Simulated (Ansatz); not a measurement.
Crystal: NbAs.

```
Nb As
1.0
    -1.72585    1.72585    5.84000
     1.72585   -1.72585    5.84000
     1.72585    1.72585   -5.84000
Nb As
2 2
Cartesian
  0.0000 1.7259 0.0000
  0.0000 0.0000 8.7600
  0.0000 1.7259 4.8589
  0.0000 0.0000 1.9389
```

```yaml
Program: Ansatz 0.2.0
Task: relaxation of cell and atoms
Functional: BLYP
Dispersion: D3(BJ)
Potentials_or_basis: Ansatz PAW
Cutoff: "420 eV (not typed: the program's choice for these potentials)"
k_mesh: 11 × 11 × 11
Occupations: fermi-dirac, width 0.05 eV
Spin: no spin polarisation
```

At the start: volume 17.39 Å³/atom.

**Question.** Where does the relaxation end?

**Answer.** It ends after 5 steps and the volume is 17.11 Å³/atom (-1.6 %); space group I4_1md (No. 109, to 0.05 Å).

Step by step:
| step | energy change (eV) | largest force (eV/Å) | volume (Å³) |
| --- | --- | --- | --- |
| 1 | 0.0000 | 0.2917 | 69.58 |
| 2 | -0.0021 | 0.1789 | 67.23 |
| 3 | -0.0173 | 0.0046 | 68.47 |
| 4 | -0.0173 | 0.0002 | 68.45 |
| 5 | -0.0171 | 0.0002 | 68.45 |

Final structure:
```xyz
4
Lattice="-1.7185 1.7185 5.7947 1.7185 -1.7185 5.7947 1.7185 1.7185 -5.7947" Properties=species:S:1:pos:R:3 pbc="T T T"
Nb    0.0000    1.7185   -0.0145
Nb    0.0000    0.0000    8.6776
As    0.0000    1.7185    4.8356
As    0.0000    0.0000    1.9383
```

Caveat: the plane-wave basis is chosen anew once the cell has moved, so the energies of steps on either side of that aren't comparable; the PAW data sets come from PBE, with cores solved anew for the run's functional, which leaves a small shift of forces and pressure.
